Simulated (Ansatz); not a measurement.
# Σ3 (112) boundary in bcc Mo with Ta (substitutional): structure and resistance, part 2 of 2

Aim: the relaxed structure and the specific resistance of the Σ3 (112) boundary in bcc Mo with Ta (substitutional).

Ansatz 0.2.0; Ansatz plane-wave DFT, PBE, PAW files; relaxation of a bicrystal slab with its lowest layers held; PAW set soft_1 (the session's first sound run).

So far. Step 2 (Relaxing the bicrystal): The largest force component on a free atom ends at 0.0097 eV/Å, under the tolerance of 0.03, after 9 steps.

**3. Transmission across the boundary**

Bulk layers of each grain are laid under and over the relaxed boundary, and a lead is named in the middle of each, away from the free faces. The mesh across the current, 24×14, is finer than the density's, because channels open and close sharply across the zone. Energies from -0.1 to 0.1 eV in steps of 0.05 eV are too few for the program's thermal sum, so it prints no conductance; for a metal the transmission near the Fermi level serves, at a fraction of the cost.

This step: Ansatz plane-wave DFT, PBE, PAW files; ballistic transport by layer matching (Landauer), zero bias; boundary relaxed in a short slab, bulk layers laid on; PAW set soft_1 (Ansatz 0.2.0).

System of this step: Σ3 (112) boundary in bcc Mo with Ta (substitutional). The cell holds 34 atoms: 33 Mo and 1 Ta. Cell: a = 2.725 Å, b = 4.451 Å, c = 50.657 Å, α = 90.0°, β = 90.0°, γ = 90.0°. It derives from Mo. Regions: lower grain, 14 atoms (14 Mo); boundary, 9 atoms (8 Mo and 1 Ta); upper grain, 11 atoms (11 Mo). Vacuum lies along c.

input.yaml reads:

```yaml
crystal:
  lattice:
    - [2.7253819457, 0.0, 0.0]
    - [0.0, 4.4505300808, 0.0]
    - [0.0, 0.0, 50.6568599149]
  atoms:
    - { symbol: Mo, position: [-6.0000000002, -9.0, 0.078962652] }
    - { symbol: Mo, position: [-5.6666666669, -8.5, 0.1043246143] }
    - { symbol: Mo, position: [-5.3333333335, -8.0, 0.1296865765] }
    - { symbol: Mo, position: [-5.0000000002, -7.5, 0.1550485388] }
    - { symbol: Mo, position: [-4.6666666669, -7.0, 0.1804105011] }
    - { symbol: Mo, position: [-4.3333333335, -6.5, 0.2057724634] }
    - { symbol: Mo, position: [-4.0000000002, -6.0, 0.2311344256] }
    - { symbol: Mo, position: [-3.6666666668, -5.5, 0.2564963879] }
    - { symbol: Mo, position: [-3.3333333335, -5.0, 0.2818583502] }
    - { symbol: Mo, position: [-3.0000000001, -4.5, 0.3072203125] }
    - { symbol: Mo, position: [-2.6666666668, -4.0, 0.3325822747] }
    - { symbol: Mo, position: [-2.3333333334, -3.5, 0.357944237] }
    - { symbol: Mo, position: [-2.0000000001, -3.0, 0.3833061993] }
    - { symbol: Mo, position: [-1.6666666667, -2.5, 0.4086681615] }
    - { symbol: Mo, position: [0.6666666666, 0.0, 0.4340301238] }
    - { symbol: Mo, position: [0.9929616867, 0.5, 0.4590563749] }
    - { symbol: Mo, position: [0.3366054173, 0.0, 0.4851832479] }
    - { symbol: Mo, position: [0.6376413212, 0.5, 0.5102290013] }
    - { symbol: Ta, position: [0.0378442405, 0.0, 0.5382730201] }
    - { symbol: Mo, position: [0.7106200771, 0.5, 0.566447279] }
    - { symbol: Mo, position: [0.3953602374, 0.0, 0.5913537664] }
    - { symbol: Mo, position: [1.044307223, 0.5, 0.6172752473] }
    - { symbol: Mo, position: [0.7194633904, 0.0, 0.642055763] }
    - { symbol: Mo, position: [-1.613869943, -2.5, 0.6674177253] }
    - { symbol: Mo, position: [-1.9472032763, -3.0, 0.6927796875] }
    - { symbol: Mo, position: [-2.2805366097, -3.5, 0.7181416498] }
    - { symbol: Mo, position: [-2.613869943, -4.0, 0.7435036121] }
    - { symbol: Mo, position: [-2.9472032764, -4.5, 0.7688655744] }
    - { symbol: Mo, position: [-3.2805366097, -5.0, 0.7942275366] }
    - { symbol: Mo, position: [-3.6138699431, -5.5, 0.8195894989] }
    - { symbol: Mo, position: [-3.9472032764, -6.0, 0.8449514612] }
    - { symbol: Mo, position: [-4.2805366098, -6.5, 0.8703134235] }
    - { symbol: Mo, position: [-4.6138699431, -7.0, 0.8956753857] }
    - { symbol: Mo, position: [-4.9472032765, -7.5, 0.921037348] }
kpoints:
  mp_grid: { grid: [9, 6, 1] }
hamiltonian:
  xc: pbe
  pseudopotentials: { kind: paw, azcp: { folder: soft_1 } }
scf:
  occupations: { method: fermi_dirac, width: 0.1 }
output:
  transmission:
    leads: [[8, 9], [27, 28]]
    kmesh: [24, 14]
    e_range: [-0.1, 0.1]
    de: 0.05
  write_potential: true
  write_density: true
  volumetric_format: npy
  elf: true
```

Command:

```console
$ ansatz run input.yaml --threads 4 --pin off --max-ram 15360MiB --backend cpu --events-out ev --progress --plain --runs-dir out
```

Numbers of over 12 decimals in the logs are rounded to 6 here.

The program printed:

```text
[...]
Crystal: 34 atoms, lattice volume = 614.437 Å³
Basis set: ecut = 420 eV, 12119 PW (Γ)
Bands: 285, of which v1, the nominal top of the filled ones, is band 238 counted from 1 (237 counted from 0)
Symmetry: 2 space group operations
[...]
k-points: 20 of 54 (time reversal used)
[...]
SCF iter   1: F=—  HF=-173503.182683 eV  |F-HF|=—  |Δ(HF+E_count)|=         —  Δρ=1.01e-1  dr2=5.40e2  ethr=3.10e-3  ⟨swp⟩=6.7  Hψ=23307  notcnv=0
[...]
SCF iter  12: F=-173478.589647 eV  HF=-173478.589647 eV  |F-HF|=2.39e-8  |Δ(HF+E_count)|=   4.27e-8  Δρ=1.72e-6  dr2=4.14e-8  ethr=2.11e-11  ⟨swp⟩=13.0  Hψ=17245  notcnv=0
SCF 1 converged in 12 iterations: F = -173478.589647 eV  dr2 = 4.14e-8
[...]
transmission: 658 of 6552 steps passed
transmission: 1312 of 6552 steps passed
[...]
transmission: 6552 of 6552 steps passed
WARN: The output density's exchange-correlation potential varies sharply where the density is thin. Do not read a vacuum level from v_tot or v_xc, or from such a field of the output density. On a cell that repeats whose density bears no net charge and no dipole along the vacuum's axis use v_es (v_loc + v_h of the components); under efield.dipole_correction with no amplitude use v_es + v_field, which holds any externa [...]
SCF converged after 12 iterations
Free energy (F): -173478.589647 eV
[...]
Internal energy: -173477.825366 eV  (E = F + TS)
E sigma→0 (E₀):  -173478.207506 eV
Entropy (-TS):   -0.764282 eV (-22.479 meV/atom)
Fermi energy:    17.727449 eV
[...]
--- Band table (eV; the first three rows and the last of 20) ---
  k-point 0: bands = [... 234 lower, 16.8373, 17.0967, 17.1227, 17.3479, 17.4566, 17.5579, 17.8419, 17.8694, ... 43 higher]
  k-point 1: bands = [... 234 lower, 17.0172, 17.0440, 17.1547, 17.3245, 17.4126, 17.5740, 17.7258, 17.8046, ... 43 higher]
  k-point 2: bands = [... 234 lower, 17.8937, 17.9249, 17.9416, 18.0787, 18.0934, 18.1188, 18.2022, 18.2117, ... 43 higher]
  k-point 19: bands = [... 234 lower, 18.0556, 18.1373, 18.1961, 18.2107, 18.2680, 18.3061, 18.3121, 18.3350, ... 43 higher]
--- Transmission ---
  basis      : 107 plane waves across, 63 finite elements along
  points     : 104, standing for a mesh of 24 x 14
  energies   : 5 from -0.100000 to 0.100000 eV about the Fermi level, 0.050000 eV apart; the leads are filled to 0.000000 eV, and channels, transmission and decay are at 0.000000 eV
  crystal 0  : Mo2, at the sites [8, 9], period 2.5695 Å, over 19.27 Å; its Hamiltonian steps by up to 5.4 meV
    offset         : up to 0.0000 Å between an atom of the period and one for which it stands
    channels       : 1.976190e0 a spin
    conductance    : none, the energies end too early or step too widely for 300 K: set another output.transmission.e_range or a lower de, or, where they end at an eighth of basis.ecutwfc, a higher one
[...]
channels       : 1.976190e0 a spin
[...]
junction   : crystal 0 to crystal 1, 13.64 to 39.59 Å
    transmission   : 9.880139e-1 a spin
[...]
```

Wall time 8.5 min (4 threads of Arm Neoverse V1, shared host); peak memory 5.6 GiB; 31 min of CPU time.

This step gave:

* free energy: -173478.5896 eV
* energy at zero smearing: -173478.2075 eV
* Fermi energy: 17.73 eV
* cell area: 12.13 Å²
* transmission per spin nearest the Fermi level: 0.9880
* open channels per spin nearest the Fermi level: 1.976
* open channels per spin, upper lead: 1.976
* step of the lead's potential: 5.4 meV
* step of the upper lead's potential: 43.8 meV

Per spin. Table of transmission, zone mean by energy, zero at the Fermi level:

```
energy (eV)  transmission, zone mean
    -0.1000                     1.00
    -0.0500                    0.982
     0.0000                    0.988
     0.0500                    0.995
     0.1000                    0.982
```

Per spin. The open channels, zone mean by energy, zero at the Fermi level:

```
energy (eV)  lead  upper lead
    -0.1000  1.93        1.93
    -0.0500  1.94        1.95
     0.0000  1.98        1.98
     0.0500  2.05        2.08
     0.1000  2.02        2.02
```

Transmission over k1 and k2. At 0.0000 eV from the Fermi level.

Ten even steps from '0' (0.14) to '9' (2.81):
```
334533123366666332133543
556232234217771243223265
552301013333933331010325
111100011125552111000111
111223201044444010232211
222134222333333322243122
222234233443334433243222
222134222333333322243122
111223201044444010232211
111100011125552111000111
552301013333933331010325
556232234217771243223265
334533123366666332133543
555016124176667142161055
```
Columns: k1 (b1) from -0.5 to 0.458; rows upwards: k2 (b2) from -0.5 to 0.429.

Open channels over k1 and k2. At 0.0000 eV from the Fermi level.

Ten even steps from '_' (1.00) to '@' (4.00):
```
----******--------****------****--------******--
******----------******************----------****
****--____--__----------**----------__--____--**
______________--**____------____**--____________
----______--____------------------____--______--
------------____------------------____----------
------------__----****------****----__----------
------------____------------------____----------
----______--____------------------____--______--
______________--**____------____**--____________
****--____--__----------**----------__--____--**
******----------******************----------****
----******--------****------****--------******--
--------------------@@------@@------------------
```
Columns: k1 (b1) from -0.5 to 0.458; rows upwards: k2 (b2) from -0.5 to 0.429.

Electrostatic potential energy in the ca plane at fractional y = 0.000, with atoms of Mo and Ta within 0.2 Å of it. With pseudopotentials it is smooth inside the atoms' cores, unlike the true potential.

Ten even steps from '0' (-62 eV) to '9' (18 eV), each cell a mean:
```
62014898534699999999985323699999999974225897
75346996201489999999997656899988899962003799
98779995100379986689999888999864579962003799
99999996311589852258999999999631158974225899
99889998655799620037999878999510038998678999
86557999988999620037997546899620148999999998
63125899999999842258985223699854479999999997
51003899888999976689984112689988899997668996
```
Columns run along c (16.0 Å, from fractional 0.37 to 0.68 of the cell; values clipped at the 3rd and 97th percentile), rows up along a (2.7 Å). Atoms in or near the plane, at fractional coordinates: Mo at (0.38, 0.00), Mo at (0.43, 0.67), Mo at (0.49, 0.34), Ta at (0.54, 0.04), Mo at (0.59, 0.40), Mo at (0.64, 0.72).

ELF in the ca plane at fractional y = 0.000, with atoms of Mo and Ta within 0.2 Å of it. It is the smooth field of the valence electrons, not physical close to the nuclei.

Ten even steps from '0' (0.12) to '9' (0.72), each cell a mean:
```
49898323798303322234318979514432234227997324
16984225988713422224413896123223323249689322
12432326957932235511332332242158732259688223
42223413899832379951354333451389983238995134
32222321487322596783231342232695793223541131
25761132232232496794214897222598961342223420
59995134322342169973218859512368721332223423
79578232233123126532229408713223312312552225
```
Columns run along c (16.0 Å, from fractional 0.37 to 0.68 of the cell), rows up along a (2.7 Å). Atoms in or near the plane, at fractional coordinates: Mo at (0.38, 0.00), Mo at (0.43, 0.67), Mo at (0.49, 0.34), Ta at (0.54, 0.04), Mo at (0.59, 0.40), Mo at (0.64, 0.72).

Valence density in the ca plane at fractional y = 0.000, with atoms of Mo and Ta within 0.2 Å of it. It is the smooth field of the valence electrons, not physical close to the nuclei.

Values in e/Å³, 5 rows by 16 columns, each cell a mean:
```
3.4 3.2 0.7 3.8 0.8 0.3 0.4 0.3 2.9 1.8 0.3 0.4 0.3 2.6 3.9 0.6
0.8 0.8 1.1 6.4 1.5 0.7 1.0 0.3 0.6 0.4 0.4 2.2 0.6 3.4 4.8 0.4
0.4 0.4 0.6 3.6 0.9 2.7 4.1 0.3 0.5 0.4 1.0 6.0 1.4 1.3 1.9 0.3
1.5 1.3 0.3 0.6 0.3 3.1 4.9 0.4 2.2 1.3 0.9 5.2 1.1 0.3 0.4 0.4
4.3 3.9 0.3 0.6 0.3 1.0 1.7 0.4 3.6 2.7 0.4 1.2 0.4 0.6 0.8 0.7
```
Columns run along c (16.0 Å, from fractional 0.37 to 0.68 of the cell), rows up along a (2.7 Å). Atoms in or near the plane, at fractional coordinates: Mo at (0.38, 0.00), Mo at (0.43, 0.67), Mo at (0.49, 0.34), Ta at (0.54, 0.04), Mo at (0.59, 0.40), Mo at (0.64, 0.72).

Over the solved energies the transmission per spin lies between 0.982 and 1.00, out of 1.98 channels of the lead on average (up to 2.05). The log calls the step of a lead's potential too much.

**4. Specific resistance**

This step: Ansatz plane-wave DFT, PBE, PAW files; ballistic transport by layer matching (Landauer), zero bias; specific resistance of the boundary; PAW set soft_1 (Ansatz 0.2.0).

This step gave:

```
area resistance                      : 0.7948 fΩ m²
T over the leads' mean channel count : 0.4976
```

Averaged over the energies near the Fermi level, 49.8 % of the channels pass, which makes 0.795 fΩ m².

By hand, with T and the leads' channels N averaged over the energies near the Fermi level: RA = A (h/2e²)(1/T − ½[1/N₁ + 1/N₂]) = 12.13×10⁻²⁰ m² × 12 906 Ω × (1/0.9896 − ½[1/1.985 + 1/1.993]) = 0.795 fΩ m².

**5. Outcome**

| Property | Result |
| --- | --- |
| specific resistance of the boundary | 0.795 fΩ m² |
| share of channels that pass | 0.498 |

What this shows: The boundary has a specific resistance of 0.79 fΩ m². The boundary reflects 50 % of the channels; 0.79 fΩ m² is 7.9×10⁻¹² Ω·cm². That equals the resistance of 14 nm of bulk Mo at 300 K (measured 5.52 µΩ cm, CRC Handbook of Chemistry and Physics, 84th ed., 2003, Electrical Resistivity of Pure Metals). One Ta in 12.1 Å² of boundary is a high coverage. Each plane of this narrow cell holds one atom, so the solute fills a whole plane. One starting structure was relaxed; another shift or atom count at the boundary may lie lower. Spin-orbit coupling is left out, which matters for Ta. A lead's potential steps by up to 44 meV from period to period, which the log calls too much, so longer leads could move the result.

[Logs are printed without paths, hosts, clocks, repeated set-up lines and the standing remarks that a program may print on its own settings, such as how far it seeks lower states.]

[Hosts, paths, dates, database ids (printed as entryN), source tags and the programs' standing remarks are cut or masked in the printed files.]
